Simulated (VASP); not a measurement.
# ZnO (zincite) (P6_3mc) in VASP: notebook

One crystal, ZnO (zincite), is run at these levels: PBEsol, AM05; tasks: relaxation of cell and atoms.

Program: VASP 6.6.1. These are calculated values, not measurements. Logs are shortened: lines on timing, memory, paths and dates and some standing lists are left out, and cuts for length are marked.

**1. Starting point**

The structure is hexagonal, space group P6_3mc (No. 186). The conventional cell has a = 3.249 Å, b = 3.249 Å, c = 5.206 Å, α = 90.00°, β = 90.00°, γ = 120.00°. Around Zn (site symmetry 3m) lie 4 O at 1.97 to 1.98 Å. O (site symmetry 3m) has 4 Zn at 1.97 to 1.98 Å as nearest neighbours.

**2. Relaxation of cell and atoms, PBEsol**

Input file INCAR:

```
  PREC = Accurate
  ENCUT = 600
  EDIFF = 1E-6
  ISMEAR = 0
  SIGMA = 0.03
  LREAL = False
  LASPH = True
  NELM = 80
  ALGO = Normal
  ISIF = 3
  LWAVE = False
  LCHARG = False
  GGA = PS
  IBRION = 2
  NSW = 90
  EDIFFG = -0.01
  KPAR = 4
```

Input file KPOINTS:

```
regular mesh
0
Gamma
  9 9 5
```

Input file POSCAR:

```
ZnO
1.0
    3.2493080000      0.0000000000      0.0000000000
   -1.6246540000      2.8139832727      0.0000000000
    0.0000000000      0.0000000000      5.2057090000
Zn O
2 2
Direct
    0.3333333333      0.6666666667      0.5000000000
    0.6666666667      0.3333333333      0.0000000000
    0.6666666667      0.3333333333      0.3790100000
    0.3333333333      0.6666666667      0.8790100000
```

Potentials or basis: VASP PAW PBE potentials, release 64 (Zn, O).

Command:

```bash
$ cat potpaw_PBE.64/Zn/POTCAR potpaw_PBE.64/O/POTCAR > POTCAR
$ mpirun -np 4 vasp_std > vasp.out
```

OUTCAR:

```text
PREC = Accurate
   ENCUT = 600
   EDIFF = 1E-6
   ISMEAR = 0
   LREAL = False
   LASPH = True
   NELM = 80
   ISIF = 3
   GGA = PS
   IBRION = 2
   NSW = 90
   EDIFFG = -0.01

 ion  position               nearest neighbor table
   1  0.333  0.667  0.500-   4 1.97   3 1.98   3 1.98   3 1.98
   2  0.667  0.333  0.000-   3 1.97   4 1.98   4 1.98   4 1.98
   3  0.667  0.333  0.379-   2 1.97   1 1.98   1 1.98   1 1.98
   4  0.333  0.667  0.879-   1 1.97   2 1.98   2 1.98   2 1.98

  LATTYP: Found a hexagonal cell.
 ALAT       =     3.2493080000
 C/A-ratio  =     1.6020977390

  Lattice vectors:

 A1 = (   3.2493080000,   0.0000000000,   0.0000000000)
 A2 = (  -1.6246540000,   2.8139832727,   0.0000000000)
 A3 = (   0.0000000000,   0.0000000000,   5.2057090000)

Analysis of symmetry for initial positions (statically):
=====================================================================
 Subroutine PRICEL returns:
 Original cell was already a primitive cell.

 Routine SETGRP: Setting up the symmetry group for a
 hexagonal supercell.

 Subroutine GETGRP returns: Found 12 space group operations
 (whereof  6 operations were pure point group operations)
 out of a pool of 24 trial point group operations.

The static configuration has the point symmetry C_3v.
 The point group associated with its full space group is C_6v.

Analysis of symmetry for dynamics (positions and initial velocities):
=====================================================================
 Subroutine PRICEL returns:
 Original cell was already a primitive cell.

 Routine SETGRP: Setting up the symmetry group for a
 hexagonal supercell.

 Subroutine GETGRP returns: Found 12 space group operations
 (whereof  6 operations were pure point group operations)
 out of a pool of 24 trial point group operations.

The dynamic configuration has the point symmetry C_3v.
 The point group associated with its full space group is C_6v.

 Subroutine INISYM returns: Found 12 space group operations
 (whereof  6 operations are pure point group operations),
 and found     1 'primitive' translations

----------------------------------------------------------------------------------------

                                     Primitive cell

  volume of cell :      47.5984

  direct lattice vectors                    reciprocal lattice vectors
     3.249308000  0.000000000  0.000000000     0.307757836  0.177684070  0.000000000
    -1.624654000  2.813983273  0.000000000     0.000000000  0.355368139  0.000000000
     0.000000000  0.000000000  5.205709000     0.000000000  0.000000000  0.192096792

  length of vectors
     3.249308000  3.249308000  5.205709000     0.355368139  0.355368139  0.192096792

  position of ions in fractional coordinates (direct lattice)
     0.333333333  0.666666667  0.500000000
     0.666666667  0.333333333  0.000000000
     0.666666667  0.333333333  0.379010000
     0.333333333  0.666666667  0.879010000

  ion indices of the primitive-cell ions
   primitive index   ion index
                 1           1
                 2           2
                 3           3
                 4           4

----------------------------------------------------------------------------------------

 KPOINTS: regular mesh

Automatic generation of k-mesh.
 Grid dimensions read from file:
 generate k-points for:    9    9    5

 Generating k-lattice:

  Cartesian coordinates                     Fractional coordinates (reciprocal lattice)
     0.034195315  0.019742674  0.000000000     0.111111111  0.000000000  0.000000000
     0.000000000  0.039485349  0.000000000     0.000000000  0.111111111  0.000000000
     0.000000000  0.000000000  0.038419358     0.000000000  0.000000000  0.200000000

  Length of vectors
     0.039485349  0.039485349  0.038419358

  Shift w.r.t. Gamma in fractional coordinates (k-lattice)
     0.000000000  0.000000000  0.000000000

 Subroutine IBZKPT returns following result:
 ===========================================

 Found     36 irreducible k-points:

 Following reciprocal coordinates:
            Coordinates               Weight
  0.000000  0.000000  0.000000      1.000000
  0.111111  0.000000  0.000000      6.000000
  0.222222  0.000000  0.000000      6.000000
  0.333333  0.000000  0.000000      6.000000
  0.444444  0.000000  0.000000      6.000000
  0.111111  0.111111  0.000000      6.000000
[... 16 lines left out ...]
  0.333333  0.222222  0.200000     24.000000
  0.333333  0.333333  0.200000      4.000000
 [... further k-points ...]
   k-points           NKPTS =     36   k-points in BZ     NKDIM =     36   number of bands    NBANDS=     22
   number of dos      NEDOS =    301   number of ions     NIONS =      4
   total plane-waves  NPLWV =  32928
   dimension x,y,z NGX =    28 NGY =   28 NGZ =   42
   dimension x,y,z NGXF=    56 NGYF=   56 NGZF=   84
   ions per type =               2   2
   NGX,Y,Z   is equivalent  to a cutoff of  14.33, 14.33, 13.41 a.u.
[... 60 lines left out ...]
  free energy    TOTEN  =       -19.41388192 eV

  energy without entropy =      -19.41388192  energy(sigma->0) =      -19.41388192

------------------------ aborting loop because EDIFF is reached ----------------------------------------

  FORCE on cell =-STRESS in cart. coord.  units (eV):
  Direction    XX          YY          ZZ          XY          YZ          ZX
  --------------------------------------------------------------------------------------
  -------------------------------------------------------------------------------------
  Total       -0.3667838     -0.3667838      0.1427937      0.0000000     -0.0000000      0.0000000
  in kB      -12.3460629    -12.3460629      4.8064834      0.0000000     -0.0000000      0.0000000
  external PRESSURE =      -6.6285474 kB  Pullay stress =       0.0000000 kB

 VOLUME and BASIS-vectors are now :
 -----------------------------------------------------------------------------
  energy-cutoff  :      600.00
  volume of cell :       47.60
      direct lattice vectors                 reciprocal lattice vectors
     3.249308000  0.000000000  0.000000000     0.307757836  0.177684070  0.000000000
    -1.624654000  2.813983273  0.000000000     0.000000000  0.355368139  0.000000000
     0.000000000  0.000000000  5.205709000     0.000000000  0.000000000  0.192096792
[... 229 lines left out ...]
 POSITION                                       TOTAL-FORCE (eV/Angst)
 -----------------------------------------------------------------------------------
     -0.00000      1.86929      2.60753         0.000000     -0.000000      0.010395
      1.61885      0.93465      5.21670        -0.000000     -0.000000      0.010395
      1.61885      0.93465      1.97944         0.000000      0.000000     -0.010395
     -0.00000      1.86929      4.58861        -0.000000      0.000000     -0.010395
 -----------------------------------------------------------------------------------
    total drift:                                0.000000      0.000000     -0.000329

  FREE ENERGIE OF THE ION-ELECTRON SYSTEM (eV)
  ---------------------------------------------------
  free  energy   TOTEN  =       -19.4155754458 eV

  energy  without entropy=      -19.4155754458  energy(sigma->0) =      -19.41557545

--------------------------------------- Ionic step        8  -------------------------------------------

 number of electron      36.0000009 magnetization

 Free energy of the ion-electron system (eV)
  ---------------------------------------------------
  ext. energy  EPLUGINS =         0.00000000
  ---------------------------------------------------
  free energy    TOTEN  =       -19.41561871 eV

  energy without entropy =      -19.41561871  energy(sigma->0) =      -19.41561871

 E-fermi :   1.3023     XC(G=0): -11.2129

 val. band max:        1.0976256246   @ k =   0.0000   0.0000   0.0000
 cond. band min:       1.7816062735   @ k =   0.0000   0.0000   0.0000
 fundamental gap:      0.6839806489
 Fermi energy:         1.3023089453

 k-point     1 :       0.0000    0.0000    0.0000
  band No.  band energies     occupation
      1     -16.9893      2.00000
      2     -16.2414      2.00000
      3      -4.6687      2.00000
      4      -4.6444      2.00000
      5      -4.6444      2.00000
      6      -4.6002      2.00000
[... 14 lines left out ...]
     21       9.1849      0.00000
     22      13.9021      0.00000
[... 552 lines left out ...]
  band No.  band energies     occupation
      1     -16.1028      2.00000
      2     -16.1028      2.00000
      3      -4.6639      2.00000
      4      -4.4480      2.00000
      5      -4.4480      2.00000
      6      -4.1137      2.00000
[... 14 lines left out ...]
     21       8.7970      0.00000
     22       9.0948      0.00000

 [... further k-points ...]

------------------------ aborting loop because EDIFF is reached ----------------------------------------

  FORCE on cell =-STRESS in cart. coord.  units (eV):
  Direction    XX          YY          ZZ          XY          YZ          ZX
  --------------------------------------------------------------------------------------
  -------------------------------------------------------------------------------------
  Total        0.0071272      0.0071272      0.0225791      0.0000000      0.0000000      0.0000000
  in kB        0.2411195      0.2411195      0.7638705      0.0000000      0.0000000      0.0000000
  external PRESSURE =       0.4153698 kB  Pullay stress =       0.0000000 kB

 VOLUME and BASIS-vectors are now :
 -----------------------------------------------------------------------------
  energy-cutoff  :      600.00
  volume of cell :       47.36
      direct lattice vectors                 reciprocal lattice vectors
     3.236138079 -0.000000000  0.000000000     0.309010300  0.178407180  0.000000000
    -1.618069040  2.802577787 -0.000000000    -0.000000000  0.356814360  0.000000000
     0.000000000 -0.000000000  5.221717385    -0.000000000  0.000000000  0.191507875

 POSITION                                       TOTAL-FORCE (eV/Angst)
 -----------------------------------------------------------------------------------
     -0.00000      1.86839      2.61075        -0.000000     -0.000000      0.000405
      1.61807      0.93419      5.22161         0.000000     -0.000000      0.000405
      1.61807      0.93419      1.97919        -0.000000      0.000000     -0.000405
     -0.00000      1.86839      4.59005         0.000000      0.000000     -0.000405
 -----------------------------------------------------------------------------------
    total drift:                                0.000000      0.000000     -0.000467

  FREE ENERGIE OF THE ION-ELECTRON SYSTEM (eV)
  ---------------------------------------------------
  free  energy   TOTEN  =       -19.4156187128 eV

  energy  without entropy=      -19.4156187128  energy(sigma->0) =      -19.41561871

 reached required accuracy - stopping structural energy minimisation
```

Run time: 33 s. Hardware: 4 MPI ranks of Intel Xeon Platinum 8559C (Emerald Rapids), shared host; peak memory 0.2 GiB.

Results:

```yaml
Free_energy: -19.4156 eV
Relaxed_volume: 11.84 Å³/atom
Relaxed_cell: a = 3.236 Å, b = 3.236 Å, c = 5.222 Å, α = 90.00°, β = 90.00°, γ = 120.00°
Space_group_after_relaxing_to_0.05_Å: P6_3mc (No. 186)
Energy_gained_by_relaxing: 0.4 meV/atom
Ionic_steps: 8
Pressure_after_relaxing: 0.0 GPa
Band_gap_on_the_k_mesh: 0.68 eV, direct
```

Step by step:
| step | energy change (eV) | largest force (eV/Å) | pressure (GPa) | volume (Å³) |
| --- | --- | --- | --- | --- |
| 1 | 0.0000 | 0.0651 | -0.66 | 47.60 |
| 2 | -0.0014 | 0.0326 | 0.43 | 47.26 |
| 3 | -0.0016 | 0.0060 | 0.06 | 47.35 |
| 4 | -0.0016 | 0.0081 | 0.18 | 47.34 |
| 5 | -0.0017 | 0.0182 | -0.09 | 47.40 |
| 6 | -0.0017 | 0.0143 | -0.05 | 47.38 |
| 7 | -0.0017 | 0.0104 | 0.00 | 47.37 |
| 8 | -0.0017 | 0.0004 | 0.04 | 47.36 |

Final structure:
```
Zn O
1.0
     3.23614    0.00000    0.00000
    -1.61807    2.80258    0.00000
     0.00000    0.00000    5.22172
Zn O
2 2
Direct
  0.33333 0.66667 0.49998
  0.66667 0.33333 0.99998
  0.66667 0.33333 0.37903
  0.33333 0.66667 0.87903
```

Levels at points of the mesh, in eV from the valence-band top:
| k point | band 16 | band 17 | band 18 | band 19 | band 20 | band 21 |
| --- | --- | --- | --- | --- | --- | --- |
| (0.00, 0.00, 0.00) | -0.09 | 0.00 | 0.00 | 0.68 | 5.14 | 8.09 |

Caveat: the PAW data sets were made with another functional, which shifts forces and pressure a little. As with any semilocal functional, this PBEsol gap is likely too small.

**3. Relaxation of cell and atoms, PBEsol**

This run uses another cell than the first one, of 11.84 Å³/atom, 0.995 times its volume.

Edit INCAR of step 2 so:

```diff
@@ -2,3 +2,3 @@
   ENCUT = 600
-  EDIFF = 1E-6
+  EDIFF = 1E-7
   ISMEAR = 0
@@ -15,3 +15,3 @@
   NSW = 90
-  EDIFFG = -0.01
+  EDIFFG = -0.005
   KPAR = 4
```

KPOINTS is that of step 2.

Input file POSCAR:

```
ZnO                                     
1.0
    3.2361380791     -0.0000000000      0.0000000000
   -1.6180690396      2.8025777866     -0.0000000000
    0.0000000000     -0.0000000000      5.2217173854
  Zn              O             
     2     2
Direct
     0.3333333332999970    0.6666666667000030    0.4999792806558825
     0.6666666667000030    0.3333333332999970    0.9999792806558825
     0.6666666667000030    0.3333333332999970    0.3790307193441184
     0.3333333332999970    0.6666666667000030    0.8790307193441185
```

Potentials or basis: VASP PAW PBE potentials, release 64 (Zn, O).

Command:

```bash
$ cat potpaw_PBE.64/Zn/POTCAR potpaw_PBE.64/O/POTCAR > POTCAR
$ mpirun -np 4 vasp_std > vasp.out
```

Wall time 13 s (4 MPI ranks of Intel Xeon Platinum 8559C (Emerald Rapids), shared host); peak memory 0.19 GiB.

It converged, with:

| Property | Result |
| --- | --- |
| Free energy | -19.4152 eV |
| Relaxed volume | 11.85 Å³/atom |
| Relaxed cell | a = 3.237 Å, b = 3.237 Å, c = 5.224 Å, α = 90.00°, β = 90.00°, γ = 120.00° |
| Space group after relaxing (to 0.05 Å) | P6_3mc (No. 186) |
| Energy gained by relaxing | 0.0 meV/atom |
| Ionic steps | 2 |
| Pressure after relaxing | -0.1 GPa |
| Band gap on the k mesh | 0.68 eV, direct |

Forces in eV/Å, atoms in the order of the input:
```
Zn   0.000  0.000  0.002
Zn   0.000  0.000  0.002
O    0.000  0.000 -0.002
O    0.000  0.000 -0.002
```

Final structure:
```cif
data_structure
_symmetry_space_group_name_H-M 'P 1'
_symmetry_Int_Tables_number 1
_cell_length_a 3.2368
_cell_length_b 3.2368
_cell_length_c 5.2239
_cell_angle_alpha 90.000
_cell_angle_beta 90.000
_cell_angle_gamma 120.000
_cell_volume 47.40
loop_
_atom_site_label
_atom_site_type_symbol
_atom_site_fract_x
_atom_site_fract_y
_atom_site_fract_z
_atom_site_occupancy
Zn1 Zn 0.33333 0.66667 0.49998 1
Zn2 Zn 0.66667 0.33333 0.99998 1
O1 O 0.66667 0.33333 0.37903 1
O2 O 0.33333 0.66667 0.87903 1
```

Levels at points of the mesh, in eV from the valence-band top:
| k point | band 15 | band 16 | band 17 | band 18 | band 19 | band 20 | band 21 | band 22 |
| --- | --- | --- | --- | --- | --- | --- | --- | --- |
| (0.00, 0.00, 0.00) | -0.81 | -0.09 | 0.00 | 0.00 | 0.68 | 5.13 | 8.08 | 12.80 |

Caveat: the PAW data sets were made with another functional, which shifts forces and pressure a little.

**4. Relaxation of cell and atoms, AM05**

Input file INCAR:

```
PREC = Accurate
ENCUT = 600
EDIFF = 1E-6
ISMEAR = 0
SIGMA = 0.03
LREAL = False
LASPH = True
NELM = 80
ALGO = Normal
ISIF = 3
LWAVE = False
LCHARG = False
GGA = AM
IBRION = 2
NSW = 90
EDIFFG = -0.01
```

KPOINTS is that of step 3.

Input file POSCAR:

```
ZnO
1.0
    3.2493080000      0.0000000000      0.0000000000
   -1.6246540000      2.8139832727      0.0000000000
    0.0000000000      0.0000000000      5.2057090000
Zn O
2 2
Direct
    0.3333333333      0.6666666667      0.5000000000
    0.6666666667      0.3333333333      0.0000000000
    0.6666666667      0.3333333333      0.3790100000
    0.3333333333      0.6666666667      0.8790100000
```

Command:

```bash
$ cat potpaw_PBE.64/Zn/POTCAR potpaw_PBE.64/O/POTCAR > POTCAR
$ mpirun -np 1 vasp_std > vasp.out
```

Run time: 1.8 min. Hardware: 1 thread of Intel Xeon 6975P-C (Granite Rapids), shared host; peak memory 0.2 GiB.

Results (log left out):

```
Free energy                            : -18.6050 eV
Relaxed volume                         : 11.90 Å³/atom
Relaxed cell                           : a = 3.243 Å, b = 3.243 Å, c = 5.227 Å, α = 90.00°, β = 90.00°, γ = 120.00°
Space group after relaxing (to 0.05 Å) : P6_3mc (No. 186)
Energy gained by relaxing              : 0.3 meV/atom
Ionic steps                            : 11
Pressure after relaxing                : 0.0 GPa
Largest force after relaxing           : 0.008 eV/Å
Band gap on the k mesh                 : 0.80 eV, direct
```

Forces in eV/Å, atoms in the order of the input:
```
Zn   0.000  0.000  0.008
Zn   0.000  0.000  0.008
O    0.000  0.000 -0.008
O    0.000  0.000 -0.008
```

Step by step:
| step | energy change (eV) | largest force (eV/Å) | pressure (GPa) | volume (Å³) |
| --- | --- | --- | --- | --- |
| 1 | 0.0000 | 0.0662 | 0.14 | 47.60 |
| 2 | -0.0011 | 0.0272 | -0.20 | 47.67 |
| 3 | -0.0011 | 0.0083 | -0.10 | 47.66 |
| 4 | -0.0011 | 0.0103 | -0.11 | 47.66 |
| 5 | -0.0011 | 0.0190 | -0.09 | 47.66 |
| 6 | -0.0011 | 0.0113 | -0.09 | 47.66 |
| 7 | -0.0012 | 0.0118 | -0.02 | 47.62 |
| 8 | -0.0012 | 0.0119 | 0.09 | 47.58 |
| 9 | -0.0012 | 0.0118 | 0.12 | 47.59 |
| 10 | -0.0012 | 0.0117 | 0.09 | 47.60 |
| 11 | -0.0012 | 0.0080 | 0.04 | 47.61 |

Final structure:
```
Zn O
1.0
     3.24297    0.00000    0.00000
    -1.62149    2.80850    0.00000
     0.00000    0.00000    5.22717
Zn O
2 2
Cartesian
  0.0000 1.8723 2.6120
  1.6215 0.9362 5.2256
  1.6215 0.9362 1.9828
  0.0000 1.8723 4.5963
```

Levels at points of the mesh, in eV from the valence-band top:
```csv
k point,band 16,band 17,band 18,band 19,band 20,band 21
"(0.00, 0.00, 0.00)",-0.09,0.00,0.00,0.80,5.20,8.17
```

Caveat: the PAW data sets were made with another functional, which shifts forces and pressure a little.
